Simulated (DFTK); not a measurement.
KI under changes of volume

One of the cells (44.091 Å³/atom); the others are scaled copies at fixed shape and fractional positions:

```
I K
1.0
     0.00000    3.53277    3.53277
     3.53277    0.00000    3.53277
     3.53277    3.53277    0.00000
I K
1 1
Cartesian
  3.5328 3.5328 3.5328
  0.0000 0.0000 0.0000
```

```yaml
Program: DFTK 0.8.2
Functional: AM05
Potentials_or_basis: cp2k.nc.sr.pbe.v0_1.largecore.gth (PBE, GTH)
Cutoff: 1361 eV
k_mesh: 4 × 4 × 4
Occupations: fermi-dirac, width 0.05 eV
Spin: no spin polarisation
```

```csv
volume (Å³/atom),energy over the lowest point (meV/atom),gap on the mesh (eV)
41.445,16.63,4.08
42.327,10.34,4.03
43.209,5.70,3.99
44.091,2.56,3.95
44.973,0.69,3.91
45.854,0.00,3.87
46.736,?,?
```

Q: What does the run at 46.736 Å³/atom give?

A: Energy over the lowest point 0.38 meV/atom; gap on the mesh 3.83 eV.

Worked out: A Birch-Murnaghan fit of order 3 (a polynomial in V^(-2/3)) to the other rows has its minimum at 46.00 Å³/atom, just outside them, with B0 = V·E''(V) = 9.5 GPa and B' = 5.3. It gives 0.32 meV/atom at 46.736 Å³/atom, against the run's 0.38. A straight line through the other rows of the gap, of slope -2.05 eV per unit of ln V (its deformation potential), extrapolates to 3.83 eV, against the run's 3.83.

Energies are extrapolated to zero smearing.

Caveats: the potentials were made for another functional, which shifts forces and pressure; spin-orbit coupling is left out, which moves the levels of the heavy elements.
